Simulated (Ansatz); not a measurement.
Runs of Ansatz 0.2.0 on BeTe. It takes space group F-43m (No. 216, cubic). Conventional cell: a = 5.540 Å, b = 5.540 Å, c = 5.540 Å, α = 90.00°, β = 90.00°, γ = 90.00°. Around Te (site symmetry -43m) lie 4 Be at 2.40 Å. Be (site symmetry -43m) is surrounded by 4 Te at 2.40 Å. 

| task | level | cell | k mesh | cutoff (eV) | smearing | points for each segment of the path | q mesh | gap on the mesh (eV) | pressure (GPa) |
| --- | --- | --- | --- | --- | --- | --- | --- | --- | --- |
| band structure | r2SCAN | as given | 8 × 8 × 8 | 500 | fermi-dirac 0.05 eV | 14 | - | 2.22 | 4.2 |
| single point | PBE | as given | 8 × 8 × 8 | 420 | gaussian 0.022 eV | - | - | 1.86 | 4.3 |
| single point | PBE | as given | 8 × 8 × 8 | 420 | gaussian 0.014 eV | - | - | 1.86 | 4.3 |
| phonons | LDA | as given | 6 × 6 × 6 | 420 | fixed | 8 | 2 × 2 × 2 | (a) | - |
| relaxation of cell and atoms | revPBE+D3(BJ) | relaxed | 8 × 8 × 8 | 420 | fermi-dirac 0.05 eV | - | - | 1.93 | 0.0 |

Alike in all rows: potentials or basis Ansatz PAW; no spin polarisation.

Task: Estimate the missing entries.

Result: (a) 1.77.

Caveats: spin-orbit coupling is left out, which moves the levels of the heavy elements; the PAW data sets come from PBE, with cores solved anew for the run's functional, which leaves a small shift of forces and pressure (some runs); the plane-wave basis is chosen anew once the cell has moved, so the energies of steps on either side of that aren't comparable (some runs).

A k mesh can miss the band edges, and the runs leave out spin-orbit coupling on Te.
